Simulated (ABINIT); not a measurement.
Input of an ABINIT 10.8.3 (patched build) run:

The input run.abi:

```
pp_dirpath "./"
pseudos "Rh.GGA_PBE-JTH.xml"

acell 5.0719591737 5.0719591737 5.0719591737
rprim
     0.0000000000     0.7071067812     0.7071067812
     0.7071067812     0.0000000000     0.7071067812
     0.7071067812     0.7071067812     0.0000000000
ntypat 1
znucl 45
natom 1
typat 1
xcart
     0.0000000000     0.0000000000     0.0000000000 Angstrom

ecut 544.227725 eV
pawecutdg 40.0

kptopt 1
ngkpt 7 7 7
nshiftk 1
shiftk 0.0 0.0 0.0

ixc -116133

nband 13
occopt 3
tsmear 0.05 eV

nstep 100
tolvrs 1.0e-9

iomode 3
prtwf 0
prtden 0
prteig 0
prtebands 0
enunit 1
```

Potentials or basis: JTH PAW PBE v2.0.

Launch:

```console
$ abinit run.abi > log 2>&1
```

(1) What does it give for the band gap on the k mesh?

(2) Predict the pressure.

## Answers

(1) none (metal or under the smearing width).

(2) -4.6 GPa.

Caveat: the k mesh is coarse (spacing up to 0.41 Å⁻¹), so the values aren't converged; the PAW data sets were made with another functional, which shifts forces and pressure a little.
